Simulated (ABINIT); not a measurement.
# Si (Fd-3m) in ABINIT: notebook

Runs on Si. Level: LDA. Tasks: relaxation of cell and atoms, single point.

Program: ABINIT 10.8.3 (patched build). These are calculated values, not measurements. Logs are shortened: lines on timing, memory, paths and dates and some standing lists are left out, and cuts for length are marked. The log counts tension as positive stress, the text compression.

### 1 The structure

The structure is cubic, space group Fd-3m (No. 227). Conventional cell: a = 5.444 Å, b = 5.444 Å, c = 5.444 Å, α = 90.00°, β = 90.00°, γ = 90.00°. Si (site symmetry -43m) is surrounded by 4 Si at 2.36 Å.

### 2 Relaxation of cell and atoms, LDA

Input file run.abi:

```
# Pseudopotentials
pp_dirpath "./"
pseudos "Si.LDA_PW-JTH.xml"

# Structure
acell 3*1.0 Angstrom
rprim
     0.0000000000     2.7218511865     2.7218511865
     2.7218511865     0.0000000000     2.7218511865
     2.7218511865     2.7218511865     0.0000000000
ntypat 1
znucl 14
natom 2
typat 1 1
chkprim 0
chksymtnons 0
tolsym 1.0e-6
xred
            1/2            1/2            1/2
            3/4            3/4            3/4

# Plane-wave basis
ecut 15.0
pawecutdg 30.0
ecutsm 0.5

# k points
kptopt 1
ngkpt 6 6 6
nshiftk 1
shiftk 0.0 0.0 0.0

# Exchange and correlation
ixc 7

# Bands and occupations
nband 8
occopt 3
tsmear 0.05 eV

# SCF cycle
nstep 80
tolvrs 1.0e-10

# Output
iomode 3
prteig 0
prtebands 0
prtwf 0
prtden 0

# Relaxation
ionmov 2
optcell 2
ntime 50
tolmxf 2.0e-5
dilatmx 1.08
```

Potentials or basis: JTH PAW LDA v2.0.

On the command line:

```console
abinit run.abi > log 2>&1
```

run.abo:

```text
.Version 10.8.3 of ABINIT
 Symmetries : space group Fd -3 m (#227); Bravais cF (face-center cubic)
================================================================================
 Values of the parameters that define the memory need of the present run
     intxc =       0    ionmov =       2      iscf =      17    lmnmax =       8
     lnmax =       4     mgfft =      30  mpssoang =       2    mqgrid =    3001
     natom =       2  nloc_mem =       2    nspden =       1   nspinor =       1
    nsppol =       1      nsym =      48    n1xccc =       1    ntypat =       1
    occopt =       3   xclevel =       1
       mpw =         962          nfft =       27000          nkpt =          16
 PAW method is used; the additional fine FFT grid is defined by:
   mgfftf=        40    nfftf =     64000
================================================================================
================================================================================

--------------------------------------------------------------------------------
------------- Echo of variables that govern the present computation ------------
--------------------------------------------------------------------------------
 -outvars: echo values of preprocessed input variables --------
            acell      1.8897261259E+00  1.8897261259E+00  1.8897261259E+00 Bohr
              amu      2.80855000E+01
          chkprim           0
      chksymtnons           0
          dilatmx      1.08000000E+00
             ecut      1.50000000E+01 Hartree
           ecutsm      5.00000000E-01 Hartree
           ionmov           2
              ixc           7
         kptrlatt        6    0    0      0    6    0      0    0    6
          kptrlen      4.36444970E+01
            natom           2
            nband           8
            ngfft          30      30      30
          ngfftdg          40      40      40
             nkpt          16
            nstep          80
             nsym          48
            ntime          50
           ntypat           1
           occopt           3
          optcell           2
        pawecutdg      3.00000000E+01 Hartree
           prtden           0
        prtebands           0
           prteig           0
            prtwf           0
            rprim      0.0000000000E+00  2.7218511865E+00  2.7218511865E+00
                       2.7218511865E+00  0.0000000000E+00  2.7218511865E+00
                       2.7218511865E+00  2.7218511865E+00  0.0000000000E+00
          spgroup         227
           tolmxf      2.00000000E-05
           tolsym      1.00000000E-06
           tolvrs      1.00000000E-10
           tsmear      1.83746611E-03 Hartree
            typat      1  1
           useylm           1
           xangst      2.7218511865E+00  2.7218511865E+00  2.7218511865E+00
[... 450 lines left out ...]
       0.500000000000      0.500000000000      0.500000000000
       0.750000000000      0.750000000000      0.750000000000
 rms dE/dt=  2.9750E-30; max dE/dt=  6.3109E-30; dE/dt below (all hartree)
    1       0.000000000000      0.000000000000      0.000000000000
    2      -0.000000000000      0.000000000000      0.000000000000

 cartesian coordinates (angstrom) at end:
    1      2.70144806610759     2.70144806610759     2.70144806610759
    2      4.05217209916138     4.05217209916138     4.05217209916138

 cartesian forces (hartree/bohr) at end:
    1      0.00000000000000    -0.00000000000000     0.00000000000000
    2      0.00000000000000     0.00000000000000     0.00000000000000
 frms,max,avg= 2.3791019E-31 4.1207254E-31   0.000E+00  0.000E+00  0.000E+00 h/b

 cartesian forces (eV/Angstrom) at end:
    1      0.00000000000000    -0.00000000000000     0.00000000000000
    2      0.00000000000000     0.00000000000000     0.00000000000000
 frms,max,avg= 1.2233834E-29 2.1189622E-29   0.000E+00  0.000E+00  0.000E+00 e/A
 length scales=  7.219555976737  7.219555976737  7.219555976737 bohr
              =  3.820424493136  3.820424493136  3.820424493136 angstroms
 Fermi (or HOMO) energy (hartree) =   0.20989   Average Vxc (hartree)=  -0.35833
 Eigenvalues (hartree) for nkpt=  16  k points:
 kpt#   1, nband=  8, wtk=  0.00463, kpt=  0.0000  0.0000  0.0000 (reduced coord)
  -0.24397    0.20026    0.20026    0.20026    0.29338    0.29338    0.29338    0.32285
      occupation numbers for kpt#   1
   2.00000    1.98944    1.98944    1.98944    0.00000    0.00000    0.00000    0.00000
 prteigrs : prtvol=0 or 1, do not print more k-points.

--- !EnergyTerms
iteration_state     : {dtset: 1, itime: 4, icycle: 1, }
comment             : Components of total free energy in Hartree
kinetic             :  3.04639781345142E+00
hartree             :  5.41698163704539E-01
xc                  : -4.78110281440236E+00
Ewald energy        : -8.44160818348103E+00
psp_core            :  2.35730704191059E-01
local_psp           : -2.33189180560824E+00
PAW spherical_terms :  3.69185936307052E+00
internal            : -8.03891675907408E+00
'-kT*entropy'       : -3.73400925995430E-06
total_energy        : -8.03892049308334E+00
total_energy_eV     : -2.18750170538023E+02
...

--- !EnergyTermsDC
iteration_state     : {dtset: 1, itime: 4, icycle: 1, }
comment             : '"Double-counting" decomposition of free energy'
band_energy         :  9.38975427710878E-02
Ewald energy        : -8.44160818348103E+00
psp_core            :  2.35730704191059E-01
xc_dc               : -1.85429662162499E+00
PAW spherical_terms :  1.92736463678075E+00
internal            : -8.03891192136312E+00
'-kT*entropy'       : -3.73400925995430E-06
total_energy_dc     : -8.03891565537238E+00
total_energy_dc_eV  : -2.18750038897201E+02
...

--- !EnergyTermsWithPAWCore
iteration_state     : {dtset: 1, itime: 4, icycle: 1, }
comment             : 'Components of total free energy, including PAW core contributions'
Total energy        : -5.78079643355255E+02
Total energy DC     : -5.78079638517545E+02
Total energy (eV)   : -1.57303484562788E+04
Total energy DC (eV): -1.57303483246380E+04
...

 Cartesian components of stress tensor (hartree/bohr^3)
  sigma(1 1)=  3.43510657E-08  sigma(3 2)=  0.00000000E+00
  sigma(2 2)=  3.43510657E-08  sigma(3 1)=  0.00000000E+00
  sigma(3 3)=  3.43510657E-08  sigma(2 1)=  0.00000000E+00

-Cartesian components of stress tensor (GPa)         [Pressure= -1.0106E-03 GPa]
- sigma(1 1)=  1.01064325E-03  sigma(3 2)=  0.00000000E+00
- sigma(2 2)=  1.01064325E-03  sigma(3 1)=  0.00000000E+00
- sigma(3 3)=  1.01064325E-03  sigma(2 1)=  0.00000000E+00

== END DATASET(S) ==============================================================
================================================================================

 -outvars: echo values of variables after computation  --------
            acell      7.2195559767E+00  7.2195559767E+00  7.2195559767E+00 Bohr
           etotal     -8.0389156554E+00
            fcart      0.0000000000E+00 -4.1207254096E-31  0.0000000000E+00
                       0.0000000000E+00  4.1207254096E-31  0.0000000000E+00
            rprim      0.0000000000E+00  7.0710678119E-01  7.0710678119E-01
                       7.0710678119E-01  0.0000000000E+00  7.0710678119E-01
                       7.0710678119E-01  7.0710678119E-01  0.0000000000E+00
           strten      3.4351065731E-08  3.4351065731E-08  3.4351065731E-08
                       0.0000000000E+00  0.0000000000E+00  0.0000000000E+00
           xangst      2.7014480661E+00  2.7014480661E+00  2.7014480661E+00
                       4.0521720992E+00  4.0521720992E+00  4.0521720992E+00
             xred      5.0000000000E-01  5.0000000000E-01  5.0000000000E-01
                       7.5000000000E-01  7.5000000000E-01  7.5000000000E-01
 Calculation completed.
```

It took 8.8 s on 1 thread of Arm Neoverse V2, shared host; peak memory 0.08 GiB.

What came out:

- Free energy: -218.7500 eV
- Relaxed volume: 19.71 Å³/atom
- Relaxed cell: a = 3.820 Å, b = 3.820 Å, c = 3.820 Å, α = 60.00°, β = 60.00°, γ = 60.00°
- Space group after relaxing (to 0.05 Å): Fd-3m (No. 227)
- Energy gained by relaxing: 3.0 meV/atom
- Ionic steps: 4
- Pressure after relaxing: 0.0 GPa
- Band gap on the k mesh: 0.58 eV, indirect (least direct gap 2.53 eV)

The path:
```tsv
step	energy change (eV)	largest force (eV/Å)	pressure (GPa)	volume (Å³)
1	0.0000	0.0000	-2.09	40.33
2	-0.0029	0.0000	-1.52	40.07
3	-0.0060	0.0000	0.05	39.41
4	-0.0060	0.0000	0.00	39.43
```

Final structure:
```cif
data_structure
_symmetry_space_group_name_H-M 'P 1'
_symmetry_Int_Tables_number 1
_cell_length_a 3.8204
_cell_length_b 3.8204
_cell_length_c 3.8204
_cell_angle_alpha 60.000
_cell_angle_beta 60.000
_cell_angle_gamma 60.000
_cell_volume 39.43
loop_
_atom_site_label
_atom_site_type_symbol
_atom_site_fract_x
_atom_site_fract_y
_atom_site_fract_z
_atom_site_occupancy
Si1 Si 0.50000 0.50000 0.50000 1
Si2 Si 0.75000 0.75000 0.75000 1
```

### 3 Single point, LDA (cell relaxed)

Input file run.abi:

```
pp_dirpath "./"
pseudos "Si.LDA_PW-JTH.xml"

acell 7.2195559822 7.2195559822 7.2195559822
rprim
     0.0000000000     0.7071067812     0.7071067812
     0.7071067812     0.0000000000     0.7071067812
     0.7071067812     0.7071067812     0.0000000000
ntypat 1
znucl 14
natom 2
typat 1 1
xred
     0.5000000000     0.5000000000     0.5000000000
     0.7500000000     0.7500000000     0.7500000000
chkprim 0
chksymtnons 0
tolsym 1.0e-6

ecut 15.0
pawecutdg 30.0

kptopt 1
ngkpt 6 6 6
nshiftk 1
shiftk 0.0 0.0 0.0

ixc 7

nband 8
occopt 3
tsmear 0.00183747

nstep 100
tolvrs 1.0e-9

iomode 3
prtwf 0
prteig 0
prtebands 0
enunit 1
prtden 1
prtvha 1
prtvclmb 1
prtpot 1
```

Potentials or basis: JTH PAW LDA v2.0.

On the command line:

```console
abinit run.abi > log 2>&1
```

run.abo:

```text
.Version 10.8.3 of ABINIT
 Symmetries : space group Fd -3 m (#227); Bravais cF (face-center cubic)
================================================================================
 Values of the parameters that define the memory need of the present run
     intxc =       0    ionmov =       0      iscf =      17    lmnmax =       8
     lnmax =       4     mgfft =      27  mpssoang =       2    mqgrid =    3001
     natom =       2  nloc_mem =       2    nspden =       1   nspinor =       1
    nsppol =       1      nsym =      48    n1xccc =       1    ntypat =       1
    occopt =       3   xclevel =       1
       mpw =         751          nfft =       19683          nkpt =          16
 PAW method is used; the additional fine FFT grid is defined by:
   mgfftf=        36    nfftf =     46656
================================================================================
================================================================================

--------------------------------------------------------------------------------
------------- Echo of variables that govern the present computation ------------
--------------------------------------------------------------------------------
 -outvars: echo values of preprocessed input variables --------
            acell      7.2195559822E+00  7.2195559822E+00  7.2195559822E+00 Bohr
              amu      2.80855000E+01
          chkprim           0
      chksymtnons           0
             ecut      1.50000000E+01 Hartree
           enunit           1
              ixc           7
         kptrlatt        6    0    0      0    6    0      0    0    6
          kptrlen      4.33173359E+01
            natom           2
            nband           8
            ngfft          27      27      27
          ngfftdg          36      36      36
             nkpt          16
            nstep         100
             nsym          48
           ntypat           1
           occopt           3
        pawecutdg      3.00000000E+01 Hartree
        prtebands           0
           prteig           0
           prtpot           1
         prtvclmb           1
           prtvha           1
            prtwf           0
            rprim      0.0000000000E+00  7.0710678120E-01  7.0710678120E-01
                       7.0710678120E-01  0.0000000000E+00  7.0710678120E-01
[... 143 lines left out ...]

 cartesian forces (eV/Angstrom) at end:
    1     -0.00000000000000    -0.00000000000000    -0.00000000000000
    2     -0.00000000000000    -0.00000000000000    -0.00000000000000
 frms,max,avg= 0.0000000E+00 0.0000000E+00   0.000E+00  0.000E+00  0.000E+00 e/A
 length scales=  7.219555982200  7.219555982200  7.219555982200 bohr
              =  3.820424496027  3.820424496027  3.820424496027 angstroms
 Fermi (or HOMO) energy (eV) =   5.71131   Average Vxc (eV)=  -9.75059
 Eigenvalues (   eV  ) for nkpt=  16  k points:
 kpt#   1, nband=  8, wtk=  0.00463, kpt=  0.0000  0.0000  0.0000 (reduced coord)
  -6.63876    5.44942    5.44942    5.44942    7.98341    7.98341    7.98341    8.78534
 prteigrs : prtvol=0 or 1, do not print more k-points.

--- !EnergyTerms
iteration_state     : {dtset: 1, }
comment             : Components of total free energy in Hartree
kinetic             :  3.04634860519393E+00
hartree             :  5.41701339298232E-01
xc                  : -4.78127379325884E+00
Ewald energy        : -8.44160817693264E+00
psp_core            :  2.35730703642471E-01
local_psp           : -2.33187443969850E+00
PAW spherical_terms :  3.69202794133586E+00
internal            : -8.03894782041949E+00
'-kT*entropy'       : -3.73574870652768E-06
total_energy        : -8.03895155616820E+00
total_energy_eV     : -2.18751015807623E+02
...

--- !EnergyTermsDC
iteration_state     : {dtset: 1, }
comment             : '"Double-counting" decomposition of free energy'
band_energy         :  9.38988113812577E-02
Ewald energy        : -8.44160817693264E+00
psp_core            :  2.35730703642471E-01
xc_dc               : -1.85429002548927E+00
PAW spherical_terms :  1.92735459122615E+00
internal            : -8.03891409617204E+00
'-kT*entropy'       : -3.73574870652768E-06
total_energy_dc     : -8.03891783192074E+00
total_energy_dc_eV  : -2.18750098124099E+02
...

--- !EnergyTermsWithPAWCore
iteration_state     : {dtset: 1, }
comment             : 'Components of total free energy, including PAW core contributions'
Total energy        : -5.78079674418340E+02
Total energy DC     : -5.78079640694093E+02
Total energy (eV)   : -1.57303493015484E+04
Total energy DC (eV): -1.57303483838649E+04
...

 Cartesian components of stress tensor (hartree/bohr^3)
  sigma(1 1)=  3.79058467E-07  sigma(3 2)=  0.00000000E+00
  sigma(2 2)=  3.79058467E-07  sigma(3 1)=  0.00000000E+00
  sigma(3 3)=  3.79058467E-07  sigma(2 1)=  0.00000000E+00

-Cartesian components of stress tensor (GPa)         [Pressure= -1.1152E-02 GPa]
- sigma(1 1)=  1.11522851E-02  sigma(3 2)=  0.00000000E+00
- sigma(2 2)=  1.11522851E-02  sigma(3 1)=  0.00000000E+00
- sigma(3 3)=  1.11522851E-02  sigma(2 1)=  0.00000000E+00

== END DATASET(S) ==============================================================
================================================================================

 -outvars: echo values of variables after computation  --------
            acell      7.2195559822E+00  7.2195559822E+00  7.2195559822E+00 Bohr
           etotal     -8.0389178319E+00
            fcart     -0.0000000000E+00 -0.0000000000E+00 -0.0000000000E+00
                      -0.0000000000E+00 -0.0000000000E+00 -0.0000000000E+00
            rprim      0.0000000000E+00  7.0710678120E-01  7.0710678120E-01
                       7.0710678120E-01  0.0000000000E+00  7.0710678120E-01
                       7.0710678120E-01  7.0710678120E-01  0.0000000000E+00
           strten      3.7905846744E-07  3.7905846744E-07  3.7905846744E-07
                       0.0000000000E+00  0.0000000000E+00  0.0000000000E+00
           xangst      2.7014480682E+00  2.7014480682E+00  2.7014480682E+00
                       4.0521721023E+00  4.0521721023E+00  4.0521721023E+00
             xred      5.0000000000E-01  5.0000000000E-01  5.0000000000E-01
                       7.5000000000E-01  7.5000000000E-01  7.5000000000E-01
 Calculation completed.
```

Wall time 2.4 s (1 thread of Arm Neoverse V2, shared host); peak memory 0.07 GiB.

What came out:

```
Free energy                                           : -218.7501 eV
Pressure                                              : 0.0 GPa
Band gap on the k mesh                                : 0.58 eV, indirect (least direct gap 2.53 eV)
Valence electrons inside the program's atomic spheres : Si 1.57 (radii [1.0104] Å)
```

### 4 Relaxation of cell and atoms, LDA

Input file run.abi:

```
# Pseudopotentials
pp_dirpath "./"
pseudos "Si.upf"

# Structure
acell 7.2740828278 7.2740828278 7.2740828278
rprim
     0.0000000000     0.7071067812     0.7071067812
     0.7071067812     0.0000000000     0.7071067812
     0.7071067812     0.7071067812     0.0000000000
ntypat 1
znucl 14
natom 2
typat 1 1
chkprim 0
chksymtnons 0
tolsym 1.0e-6
xred
            1/2            1/2            1/2
            3/4            3/4            3/4

# Plane-wave basis
ecut 16.0
ecutsm 0.5

# k points
kptopt 1
ngkpt 6 6 6
nshiftk 1
shiftk 0.0 0.0 0.0

# Exchange and correlation
ixc 7

# Bands and occupations
nband 8
occopt 3
tsmear 0.05 eV

# SCF cycle
nstep 80
tolvrs 1.0e-12

# Output
iomode 3
prteig 0
prtebands 0
prtwf 0
prtden 0

# Relaxation
ionmov 2
optcell 2
ntime 50
tolmxf 2.0e-5
dilatmx 1.08
```

Potentials or basis: PseudoDojo NC SR LDA v0.4.1 standard.

On the command line:

```console
abinit run.abi > log 2>&1
```

Run time: 8.4 s. Hardware: 1 thread of Arm Neoverse V2, shared host; peak memory 0.07 GiB.

It converged, with:

| Item | Value |
| --- | --- |
| Free energy | -231.9610 eV |
| Relaxed volume | 19.64 Å³/atom |
| Relaxed cell | a = 3.815 Å, b = 3.815 Å, c = 3.815 Å, α = 60.00°, β = 60.00°, γ = 60.00° |
| Space group after relaxing (to 0.05 Å) | Fd-3m (No. 227) |
| Energy gained by relaxing | 4.1 meV/atom |
| Ionic steps | 4 |
| Pressure after relaxing | 0.0 GPa |
| Band gap on the k mesh | 0.58 eV, indirect (least direct gap 2.54 eV) |

The path:
| step | energy change (eV) | largest force (eV/Å) | pressure (GPa) | volume (Å³) |
| --- | --- | --- | --- | --- |
| 1 | 0.0000 | 0.0000 | -2.43 | 40.33 |
| 2 | -0.0039 | 0.0000 | -1.78 | 40.03 |
| 3 | -0.0082 | 0.0000 | 0.07 | 39.24 |
| 4 | -0.0082 | 0.0000 | 0.00 | 39.27 |

Final structure:
```xyz
2
Lattice="0.0000 2.6978 2.6978 2.6978 0.0000 2.6978 2.6978 2.6978 0.0000" Properties=species:S:1:pos:R:3 pbc="T T T"
Si    2.6978    2.6978    2.6978
Si    4.0468    4.0468    4.0468
```

### 5 Summary

| task | potentials or basis | cell | cutoff (eV) | cell freedom (optcell) | optimiser (ionmov) | cutoff smearing ecutsm (Ha) | force stop (Ha/bohr) | fine-grid cutoff | gap on the mesh (eV) | pressure (GPa) | relaxed volume (Å³/atom) |
| --- | --- | --- | --- | --- | --- | --- | --- | --- | --- | --- | --- |
| relaxation of cell and atoms | JTH PAW LDA v2.0 | relaxed | 408 | 2 | 2 | 0.5 | 2e-05 | 816.342 eV | 0.58 | 0.0 | 19.71 |
| single point | JTH PAW LDA v2.0 | cell relaxed | 408 | - | - | - | - | 816.342 eV | 0.58 | 0.0 | - |
| relaxation of cell and atoms | PseudoDojo NC SR LDA v0.4.1 standard | relaxed | 435 | 2 | 2 | 0.5 | 2e-05 | - | 0.58 | 0.0 | 19.64 |

Alike in all rows: level LDA; no spin polarisation; k mesh 6 × 6 × 6; smearing fermi-dirac 0.05 eV.

Absolute energies hang on the potentials; compare differences alone.
